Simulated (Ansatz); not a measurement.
## Random alloy of the fcc Cu-Al line, x = 0.25 (128 atoms): geometry optimisation

Wanted: the relaxed structure of random alloy of the fcc Cu-Al line, x = 0.25 (128 atoms) and its electronic structure.

Main program and level: Ansatz 0.2.0; Kohn-Sham DFT, PBE, PAW (set soft_2), plane waves.

**1. The structure**

The cell holds 128 atoms: 96 Cu and 32 Al. Its edges and angles: a = 12.943 Å, b = 12.943 Å, c = 12.943 Å, α = 109.5°, β = 109.5°, γ = 109.5°. It derives from Cu (fcc Cu-Al) and Al. Fcc Cu-Al: 128 atoms, 32 of 128 Cu sites given to Al at random, cell and internal coordinates interpolated linearly between the end members (Vegard's rule); not relaxed, displaced by a Gaussian of 0.02 Å. Lattice constants are starting values near those of PBE.

Before any run, some limits are plain. The host structure and its lattice constant were typed by rule, without a check against the phase diagram.

**2. Single point at the start**

A single point comes first, to see the forces before anything moves.

File input.yaml:

```yaml
crystal:
  lattice:
    - [-7.4725, 7.4725, 7.4725]
    - [7.4725, -7.4725, 7.4725]
    - [7.4725, 7.4725, -7.4725]
  atoms:
    - { symbol: Cu, position: [0.49847, 0.00147, 0.00136] }
    - { symbol: Cu, position: [0.74808, 0.12048, 0.12472] }
    - { symbol: Cu, position: [0.62441, 0.25276, 0.12632] }
    - { symbol: Al, position: [0.6242, 0.12191, 0.25162] }
    - { symbol: Al, position: [0.751, 0.25109, 0.99905] }
    - { symbol: Cu, position: [0.99859, 0.37235, 0.1233] }
    - { symbol: Al, position: [0.87431, 0.49858, 0.12584] }
    - { symbol: Cu, position: [0.87688, 0.3772, 0.25274] }
    - { symbol: Cu, position: [0.74892, 0.00104, 0.25029] }
    - { symbol: Cu, position: [0.00035, 0.12446, 0.37339] }
    - { symbol: Cu, position: [0.87355, 0.24815, 0.37354] }
    - { symbol: Cu, position: [0.87408, 0.12385, 0.49797] }
    - { symbol: Al, position: [0.00253, 0.00073, 0.99882] }
    - { symbol: Cu, position: [0.24856, 0.12481, 0.12574] }
    - { symbol: Cu, position: [0.12733, 0.24907, 0.12627] }
    - { symbol: Cu, position: [0.12807, 0.12696, 0.2494] }
    - { symbol: Cu, position: [0.25123, 0.25056, 0.00099] }
    - { symbol: Al, position: [0.498, 0.37406, 0.123] }
    - { symbol: Al, position: [0.37691, 0.50084, 0.12551] }
    - { symbol: Cu, position: [0.37657, 0.37743, 0.25163] }
    - { symbol: Cu, position: [0.50236, 0.49968, 0.00067] }
    - { symbol: Cu, position: [0.75055, 0.6245, 0.12525] }
    - { symbol: Cu, position: [0.62996, 0.75444, 0.12855] }
    - { symbol: Cu, position: [0.62239, 0.62246, 0.2462] }
    - { symbol: Al, position: [0.75159, 0.75064, 0.00139] }
    - { symbol: Cu, position: [0.0007, 0.8734, 0.12188] }
    - { symbol: Cu, position: [0.87572, 1.0e-05, 0.12633] }
    - { symbol: Cu, position: [0.8758, 0.87528, 0.24998] }
    - { symbol: Cu, position: [0.24926, 0.99937, 0.25042] }
    - { symbol: Al, position: [0.50167, 0.12702, 0.37567] }
    - { symbol: Cu, position: [0.37475, 0.2511, 0.37685] }
    - { symbol: Cu, position: [0.37567, 0.12425, 0.49971] }
    [... 90 atom lines left out ...]
    - { symbol: Cu, position: [0.62206, 0.00147, 0.87197] }
    - { symbol: Al, position: [0.6244, 0.87481, 0.00046] }
    - { symbol: Al, position: [0.0019, 0.7536, 0.75059] }
    - { symbol: Al, position: [0.25181, 0.8747, 0.87862] }
    - { symbol: Cu, position: [0.1271, 0.99879, 0.87361] }
    - { symbol: Cu, position: [0.12234, 0.87445, 0.99799] }
kpoints:
  mp_grid: { grid: [2, 2, 2] }
hamiltonian:
  xc: pbe
scf:
  occupations: { method: fermi_dirac, width: 0.1 }
output:
  forces: true
```

The run is started by

```console
$ ansatz run input.yaml --threads 6 --pin off --max-ram 102400MiB --backend cuda --events-out ev --progress --plain --runs-dir out
```

Numbers of over 12 decimals in the logs are rounded to 6 here.

Output:

```text
Engine: ansatz 0.2.0, x86_64-unknown-linux-gnu
Pseudopotentials: kind: paw
Pseudopotential: Cu, paw, valence charge 19, recommended cutoff 420 eV (normal), Cu.paw.azcp
Pseudopotential: Al, paw, valence charge 3, recommended cutoff 420 eV (normal), Al.paw.azcp
Functional definition: PBE
  parameter kappa = 0.804
  parameter beta = 0.066725
  exchange = pbe_x(kappa = kappa, mu = beta*pi^2/3)
  correlation = pbe_c(beta = beta)
concurrent solve slots: 4 of 6 are kept, ahead of what memory takes: no pass of the eigensolver takes more rounds on 4
device memory: the entry about to start is reckoned to put 35.4 GiB on a device that reports 78.6 GiB free
GPU FFT provider: cuFFT
GPU libraries: cuBLAS 13.8.2, cuFFT 12.4.0, cuSOLVER 12.3.4
Crystal: 128 atoms, lattice volume = 1669.005 Å³
Basis set: ecut = 420 eV, 32565 PW (Γ), exchange–correlation on 180×180×180 points (8 copies of the dense FFT grid, shifted against one another)
Bands: 1088, of which v1, the nominal top of the filled ones, is band 960 counted from 1 (959 counted from 0)
Symmetry: 1 space group operations
Space group: P1 (ITA 1), of the structure as read, at distance tolerance 1.2e-4 Å
k-points: 8
Non-local potential: Cu, projectors of the file, l = 0: 3, l = 1: 2, l = 2: 3, l = 3: 1
Non-local potential: Al, projectors of the file, l = 0: 2, l = 1: 2, l = 2: 1
PAW form: soft (Blöchl's): semilocal exchange-correlation on the pseudo side does not see the compensation charge
PAW one-centre angular grid: Cu, 590 points (default); XC on 64 Gauss nodes
PAW one-centre angular grid: Al, 110 points (default); XC on 64 Gauss nodes
Initial density: superposition of atomic densities (neutral atoms: chi_scale 0, normalization atom), corrected by the library's trained network
Initial wavefunctions: pseudopotential atomic-orbital guess
GPU buffer pool allocated for 729000 grid points (all kernels)
GPU transforms: local potential and band sums: pruned to the plane-wave sphere, on 90×90×90
Functional: x = pbe(κ = 0.804, μ = 0.219515), c = pbe(β = 0.066725)
SCF iter   1: F=—  HF=-653230.788183 eV  |F-HF|=—  |Δ(HF+E_count)|=         —  Δρ=3.47e-3  dr2=3.40e-1  ethr=1.77e-3  ⟨swp⟩=5.0  Hψ=27534  notcnv=0  defer=502
preconditioner: auto → Kerker (q_TF=auto, 2.793 Å⁻¹)  [metal: Δε(μ)=0.006 eV  Ē_g=6.749 eV  σ=0.100 eV  W_gap=0.01  n_scr=626 (ndim 8)  ℏωp=30.8 eV  f_vac=0.000  D(μ)=38.37/eV (n_scr^D=224)]
SCF iter   2: F=—  HF=-653230.770596 eV  |F-HF|=—  |Δ(HF+E_count)|=   1.76e-2  Δρ=1.10e-3  dr2=1.08e-1  ethr=1.77e-5  ⟨swp⟩=2.0  Hψ=13572  notcnv=0  defer=502
SCF iter   3: F=—  HF=-653230.782185 eV  |F-HF|=—  |Δ(HF+E_count)|=   1.16e-2  Δρ=9.31e-4  dr2=5.25e-2  ethr=5.62e-6  ⟨swp⟩=1.0  Hψ=8169  notcnv=0  defer=502
SCF iter   4: F=—  HF=-653230.796366 eV  |F-HF|=—  |Δ(HF+E_count)|=   1.42e-2  Δρ=2.88e-4  dr2=5.44e-3  ethr=2.73e-6  ⟨swp⟩=2.0  Hψ=8401  notcnv=0  defer=502
SCF iter   5: F=—  HF=-653230.757065 eV  |F-HF|=—  |Δ(HF+E_count)|=   3.93e-2  Δρ=7.90e-5  dr2=2.36e-4  ethr=2.83e-7  ⟨swp⟩=2.0  Hψ=8508  notcnv=0  defer=502
SCF iter   6: F=—  HF=-653230.780857 eV  |F-HF|=—  |Δ(HF+E_count)|=   2.38e-2  Δρ=6.95e-5  dr2=9.25e-5  ethr=1.23e-8  ⟨swp⟩=2.0  Hψ=15677  notcnv=0  defer=502
SCF iter   7: F=—  HF=-653230.780770 eV  |F-HF|=—  |Δ(HF+E_count)|=   8.68e-5  Δρ=3.06e-5  dr2=2.57e-5  ethr=4.82e-9  ⟨swp⟩=2.0  Hψ=15860  notcnv=0  defer=502
SCF iter   8: F=—  HF=-653230.780768 eV  |F-HF|=—  |Δ(HF+E_count)|=   2.95e-6  Δρ=7.90e-6  dr2=2.86e-6  ethr=1.34e-9  ⟨swp⟩=2.0  Hψ=15370  notcnv=0  defer=502
SCF iter   9: F=—  HF=-653230.780767 eV  |F-HF|=—  |Δ(HF+E_count)|=   2.13e-7  Δρ=3.09e-6  dr2=4.82e-7  ethr=1.49e-10  ⟨swp⟩=2.0  Hψ=12892  notcnv=0  defer=502
SCF iter  10: F=—  HF=-653230.780767 eV  |F-HF|=—  |Δ(HF+E_count)|=   2.07e-8  Δρ=4.32e-6  dr2=2.26e-7  ethr=5.21e-12  ⟨swp⟩=4.0  Hψ=28142  notcnv=0
SCF iter  11: F=-653230.780767 eV  HF=-653230.780767 eV  |F-HF|=1.18e-8  |Δ(HF+E_count)|=   1.96e-7  Δρ=7.22e-7  dr2=1.71e-8  ethr=5.21e-12  ⟨swp⟩=1.2  Hψ=24597  notcnv=0
SCF 1 converged in 11 iterations: F = -653230.780767 eV  dr2 = 1.71e-8
  greatest PAW one-centre occupation: 1.000 electrons in one spin orbital (limit 2), on the Cu atom at site 60 (counted from 0), in its partial waves of l = 0
SCF converged after 11 iterations
Free energy (F): -653230.780767 eV
Harris-Foulkes:  -653230.780767 eV  (|F-HF|=1.18e-8)
Internal energy: -653229.509368 eV  (E = F + TS)
E sigma→0 (E₀):  -653230.145067 eV
Entropy (-TS):   -1.271399 eV (-9.933 meV/atom)
Fermi energy:    13.964364 eV
--- Per-component energies (eV) ---
  E_band       = -39176.968870
  E_kinetic    = 29495.741296
  E_local      = -484905.917069  (includes V_loc(G=0)·N_el)
  E_nonlocal   = 37728.353423
  E_hartree    = 217008.409379
  E_xc         = -9859.429143
  E_vxc        = -12007.848692  (∫ρ·V_xc dr)
  E_paw        = -174595.314842  (= ΣΔE_a)
  E_vpaw       = -43504.114950  (= ΣTr[D̂ρ^β])
  E_aug_tail   = 0.021291  (compensation charges beyond the density's cutoff)
  E_ewald      = -268101.373702
  E_smearing   = -1.271399  (= −TS)
  E_closure    = -0.000000  (closes the sum)
  Σ components = -653230.780767   (vs F -653230.780767, Δ=0.00e0)
--- Forces (eV/Å), atoms counted from 1 ---
  atom   1  Cu    -0.01095717     0.04361291     0.05954324
  atom   2  Cu     0.14301270    -0.10641960     0.28501915
  atom   3  Cu    -0.18002840     0.15369667    -0.10827416
  atom   4  Al    -0.68891478    -0.66205298     1.73287373
  atom   5  Al    -0.36255138     0.04855093    -0.65528507
  atom   6  Cu     0.06425617     0.04600179     0.09192217
  atom   7  Al    -0.36651725     0.01119154     0.77166711
  atom   8  Cu    -0.17831089     0.03601793    -0.04804452
  atom   9  Cu    -0.12300178     0.17456917     0.09227609
  atom  10  Cu     0.12279421    -0.10903528     0.01736732
  atom  11  Cu     0.05458685     0.05739489     0.26981945
  atom  12  Cu    -0.01408660     0.07122417    -0.00655074
  atom  13  Al     0.21739913    -0.04210943    -0.08208388
  atom  14  Cu     0.04546437     0.03674305     0.11021233
[...]
atom 127  Cu     0.17708644    -0.16471686    -0.01799002
  atom 128  Cu     0.05724720     0.19378253     0.08442551
  max |Σ_I F_I| component: 1.48e-5 eV/Å
```

Wall time 9.8 s (1 × NVIDIA H100 80GB HBM3 with 6 threads of AMD EPYC 7R13 (Zen 3), shared host); peak memory 1.8 GiB.

Reading the cycles: dr2 is the Hartree energy of the density residual (eV), the measure of convergence; HF is the Harris–Foulkes estimate of the energy, which meets the free energy F at convergence.

That memory is the host's; the program planned up to 35.4 GiB on the GPU.

The run gave:

- free energy: -653230.7808 eV
- free energy per atom: -5103.3655 eV/atom
- SCF cycles: 11
- r.m.s. force component: 0.308 eV/Å
- longest force: 1.979 eV/Å
- Fermi energy: 13.96 eV

The r.m.s. force component of 0.31 eV/Å sets the starting point.

Length of the force by element:

| element | coordination | atoms | mean length of the force (eV/Å) | spread | least | most |
| --- | --- | --- | --- | --- | --- | --- |
| Al | all | 32 | 0.927 | 0.402 | 0.236 | 1.98 |
| Cu | all | 96 | 0.180 | 0.0825 | 0.0346 | 0.422 |

**3. Cell and atoms relaxed**

The cell is relaxed with the atoms, since the starting lattice needn't suit this functional.

Edit input.yaml of step 2 so:

```diff
@@ -15 +15,5 @@
   forces: true
+relax:
+  f_tol: 0.04
+  max_steps: 150
+  cell: {}
```

Output:

```text
[...]
GPU FFT provider: cuFFT
GPU libraries: cuBLAS 13.8.2, cuFFT 12.4.0, cuSOLVER 12.3.4
Crystal: 128 atoms, lattice volume = 1669.005 Å³
Basis set: ecut = 420 eV, 32565 PW (Γ), exchange–correlation on 180×180×180 points (8 copies of the dense FFT grid, shifted against one another)
Bands: 1152, of which v1, the nominal top of the filled ones, is band 960 counted from 1 (959 counted from 0)
Symmetry: 1 space group operations
[...]
k-points: 8
[...]
GPU buffer pool allocated for 729000 grid points (all kernels)
[...]
SCF iter   1: F=—  HF=-653230.795697 eV  |F-HF|=—  |Δ(HF+E_count)|=         —  Δρ=3.54e-3  dr2=3.51e-1  ethr=1.77e-3  ⟨swp⟩=5.1  Hψ=32775  notcnv=0  defer=432
[...]
SCF iter  11: F=-653230.780767 eV  HF=-653230.780767 eV  |F-HF|=8.03e-9  |Δ(HF+E_count)|=   1.24e-7  Δρ=5.58e-7  dr2=1.11e-8  ethr=5.21e-12  ⟨swp⟩=1.0  Hψ=24790  notcnv=0
SCF 1 converged in 11 iterations: F = -653230.780767 eV  dr2 = 1.11e-8
[...]
relax step   1: F+E_penalty+E_count = -653230.78076706 eV  Δ(F+E_penalty+E_count) = +0.000e0 eV  max|allowed force component| = 1.733e0 eV/Å  Δτ_max = 0.0000 Å  P = -3.314 GPa  Ω = 1669.005 Å³  (11 SCF iters, dr2 threshold 1.00e-7 eV, accepted)
[...]
relax step   2: F+E_penalty+E_count = -653233.03223853 eV  Δ(F+E_penalty+E_count) = -2.251e0 eV  max|allowed force component| = 7.231e-1 eV/Å  Δτ_max = 0.1060 Å  P = -1.169 GPa  Ω = 1634.448 Å³  energy of the carried Pulay correction = +1.871e-2 eV  (8 SCF iters, dr2 threshold 1.28e-5 eV, accepted)
[...]
relax step   3: F+E_penalty+E_count = -653233.69296526 eV  Δ(F+E_penalty+E_count) = -6.607e-1 eV  max|allowed force component| = 3.645e-2 eV/Å  Δτ_max = 0.1152 Å  P = +0.012 GPa  Ω = 1619.307 Å³  energy of the carried Pulay correction = +2.703e-2 eV  (8 SCF iters, dr2 threshold 1.28e-5 eV, accepted)
[...]
relax step   4: F+E_penalty+E_count = -653233.66323162 eV  Δ(F+E_penalty+E_count) = +2.973e-2 eV  max|allowed force component| = 3.659e-2 eV/Å  Δτ_max = 0.0000 Å  P = +0.028 GPa  Ω = 1619.307 Å³  stress off target by 4.24e-2 GPa  SCF on the basis re-selected at this cell (its energy is not comparable with the rows above)  (8 SCF iters)
basis re-selected at this cell: Δ(F+E_penalty+E_count) = +2.973e-2 eV, ΔP = +0.016 GPa vs the last step (what re-selecting the basis moved, of the pressure what is left beyond the Pulay correction that the steps carried, after the strain that the cell walked since its last selection, [...]
SCF converged after 8 iterations
Free energy (F): -653233.663232 eV
[...]
Internal energy: -653232.435506 eV  (E = F + TS)
E sigma→0 (E₀):  -653233.049369 eV
Entropy (-TS):   -1.227725 eV (-9.592 meV/atom)
Fermi energy:    14.539631 eV
[...]
--- Forces (eV/Å), atoms counted from 1 ---
  atom   1  Cu     0.01424931    -0.01085743    -0.00786924
  atom   2  Cu    -0.00134753     0.00449902    -0.00169739
  atom   3  Cu    -0.01444181     0.00552251    -0.01603756
  atom   4  Al    -0.00175933    -0.02118711    -0.01142870
  atom   5  Al     0.00222251     0.00390464     0.02558342
  atom   6  Cu     0.00890404    -0.01669491     0.01595402
  atom   7  Al    -0.00259287     0.00454680    -0.01967496
  atom   8  Cu     0.00156299     0.00919671     0.01540415
  atom   9  Cu     0.01559053    -0.00035149    -0.00312844
  atom  10  Cu    -0.00610279     0.01382607     0.01526305
  atom  11  Cu     0.00814830    -0.00328910    -0.00015408
  atom  12  Cu     0.00670033    -0.01367042    -0.01506678
  atom  13  Al     0.00545916     0.00485864     0.00233546
  atom  14  Cu    -0.00797065    -0.01620069     0.00419620
[...]
atom 127  Cu     0.00251687    -0.00917987     0.00329214
  atom 128  Cu    -0.01127144    -0.00061396     0.00114847
  max |Σ_I F_I| component: 8.68e-7 eV/Å
--- Stress (GPa, compression-positive) ---
        0.030855      -0.001452       0.000298
       -0.001452       0.041738      -0.003550
        0.000298      -0.003550       0.012512
  P = ⅓ Tr σ = 0.0284 GPa (0.284 kbar)
--- Band table (eV; the first three rows and the last of 8) ---
[...]
--- Relaxed structure (3 steps of the walk, 3 accepted, 1 SCFs on fresh bases) ---
  F+E_penalty+E_count = -653233.66323162 eV   max|allowed force component| = 3.659e-2 eV/Å   (the final SCF, on the basis selected at the relaxed cell)
  cell:  # Å, volume = 1619.3072 Å³
    - [-7.390496, 7.393008, 7.356666]
    - [7.402810, -7.404041, 7.380013]
    - [7.419848, 7.433393, -7.367699]
  atoms:
    - { symbol: Cu, position: [0.496663, 0.000941432, -0.000770206] }
    - { symbol: Cu, position: [0.754367, 0.125394, 0.124711] }
    - { symbol: Cu, position: [0.626206, 0.252031, 0.126263] }
    - { symbol: Al, position: [0.634730, 0.131183, 0.245700] }
[...]
- { symbol: Cu, position: [0.125806, 0.874371, 1.000420] }
```

Elapsed: 33 s, on 1 × NVIDIA H100 80GB HBM3 with 6 threads; peak memory 2 GiB; 95 s of CPU time.

That memory is the host's; the program planned up to 36.1 GiB on the GPU.

The program notes that the band table was not solved further than the SCF left it.

Relaxation path:

| step | energy less that of the first step (eV) | largest force component (eV/Å) | pressure (GPa) | volume (Å³) |
| --- | --- | --- | --- | --- |
| 1 | 0.0000 | 1.7329 | -3.31 | 1669.01 |
| 2 | -2.2515 | 0.7231 | -1.17 | 1634.45 |
| 3 | -2.9122 | 0.0364 | 0.01 | 1619.31 |
| 4* | -2.8825 | 0.0366 | 0.03 | 1619.31 |

Relaxation steps marked * repeat the geometry before them on a plane-wave basis chosen anew for their cell, so energy and pressure can jump there.

| cell as run | before | after | change |
| --- | --- | --- | --- |
| a (Å) | 12.943 | 12.783 | -1.2 % |
| b (Å) | 12.943 | 12.810 | -1.0 % |
| c (Å) | 12.943 | 12.829 | -0.9 % |
| α (°) | 109.47 | 109.36 | -0.1 % |
| β (°) | 109.47 | 109.26 | -0.2 % |
| γ (°) | 109.47 | 109.69 | +0.2 % |
| volume (Å³/atom) | 13.04 | 12.65 | -3.0 % |

The atoms that moved most (Å, as changes of fractional coordinates times the final cell):

| atom | dx | dy | dz | length |
| --- | --- | --- | --- | --- |
| Al4 | -0.053 | -0.035 | 0.189 | 0.200 |
| Al125 | 0.068 | -0.072 | -0.164 | 0.191 |
| Al30 | 0.170 | -0.004 | -0.070 | 0.184 |
| Al80 | -0.040 | 0.100 | 0.148 | 0.183 |
| Al113 | 0.014 | 0.105 | 0.143 | 0.178 |
| Al65 | -0.068 | -0.129 | -0.094 | 0.174 |
| Al86 | 0.049 | -0.146 | 0.051 | 0.162 |
| Al49 | -0.012 | 0.153 | -0.033 | 0.157 |

The relaxation changed the energy by -22.5 meV/atom, and atoms moved by 0.087 Å r.m.s., 0.2 Å at most.

**4. Local order after relaxation**

Bonds before and after, by the cutoffs listed below:

| pair | bonds before | bonds after | mean before (Å) | mean after (Å) | spread before (Å) | spread after (Å) |
| --- | --- | --- | --- | --- | --- | --- |
| Cu-Cu | 428 | 428 | 2.642 | 2.616 | 0.027 | 0.031 |
| Cu-Al | 296 | 296 | 2.644 | 2.599 | 0.029 | 0.047 |
| Al-Al | 44 | 44 | 2.636 | 2.741 | 0.031 | 0.060 |

Density 7.14 g/cm³, 12.65 Å³ an atom.

g(r), total and by pair (bins of 0.2 Å):

| r (Å) | total | Cu-Cu | Cu-Al | Al-Al |
| --- | --- | --- | --- | --- |
| 2.40 | 0.01 | 0.00 | 0.03 | 0.00 |
| 2.60 | 8.35 | 8.67 | 8.87 | 2.11 |
| 2.80 | 0.46 | 0.06 | 0.28 | 5.12 |
| 3.00 | 0.01 | 0.00 | 0.00 | 0.15 |
| 3.20 | 0.00 | 0.00 | 0.00 | 0.00 |
| 3.40 | 0.01 | 0.00 | 0.03 | 0.00 |
| 3.60 | 1.11 | 1.16 | 1.05 | 0.98 |
| 3.80 | 1.08 | 1.06 | 1.08 | 1.33 |
| 4.00 | 0.01 | 0.00 | 0.01 | 0.00 |
| 4.20 | 0.00 | 0.00 | 0.00 | 0.07 |
| 4.40 | 1.64 | 1.26 | 2.09 | 2.39 |
| 4.60 | 4.22 | 4.51 | 4.09 | 2.31 |
| 4.80 | 0.02 | 0.00 | 0.02 | 0.17 |
| 5.00 | 0.04 | 0.00 | 0.05 | 0.34 |
| 5.20 | 1.92 | 2.16 | 1.62 | 1.45 |
| 5.40 | 0.26 | 0.07 | 0.48 | 0.57 |
| 5.60 | 0.07 | 0.00 | 0.15 | 0.20 |
| 5.80 | 2.71 | 2.95 | 2.43 | 2.19 |
| 6.00 | 0.75 | 0.55 | 1.05 | 0.81 |
| 6.20 | 0.04 | 0.00 | 0.08 | 0.20 |
| 6.40 | 0.88 | 0.99 | 0.74 | 0.80 |
| 6.60 | 0.06 | 0.00 | 0.13 | 0.15 |
| 6.80 | 1.85 | 1.65 | 2.03 | 2.51 |
| 7.00 | 3.17 | 3.43 | 2.87 | 2.56 |
| 7.20 | 0.08 | 0.02 | 0.11 | 0.37 |
| 7.40 | 0.45 | 0.50 | 0.41 | 0.30 |
| 7.60 | 0.13 | 0.04 | 0.20 | 0.52 |
| 7.80 | 2.27 | 2.54 | 1.99 | 1.59 |

Neighbours by pair of elements; one cutoff, the widest of the pairs' first minima of g(r), serves all pairs of this metal:

| pair A-B | cutoff (Å) | bonds | mean length (Å) | spread (Å) | shortest (Å) | B about A | A about B |
| --- | --- | --- | --- | --- | --- | --- | --- |
| Cu-Cu | 3.18 | 428 | 2.62 | 0.031 | 2.54 | 8.92 | 8.92 |
| Cu-Al | 3.18 | 296 | 2.60 | 0.047 | 2.50 | 3.08 | 9.25 |
| Al-Al | 3.18 | 44 | 2.74 | 0.06 | 2.66 | 2.75 | 2.75 |

How many atoms have how many bonded neighbours:

| element | mean | 12 |
| --- | --- | --- |
| Al | 12 | 32 |
| Cu | 12 | 96 |

First main peaks of g(r), for some of the pairs, lie near 2.62 Å (Cu-Cu), 2.60 Å (Cu-Al) and 2.74 Å (Al-Al). By these cutoffs all Al atoms have 12 and all Cu atoms have 12 bonded neighbours.

[end of part 1 of 3]

[Logs are printed without paths, hosts, clocks, repeated set-up lines and the standing remarks that a program may print on its own settings, such as how far it seeks lower states.]

[Hosts, paths, dates, database ids (printed as entryN), source tags and the programs' standing remarks are cut or masked in the printed files.]
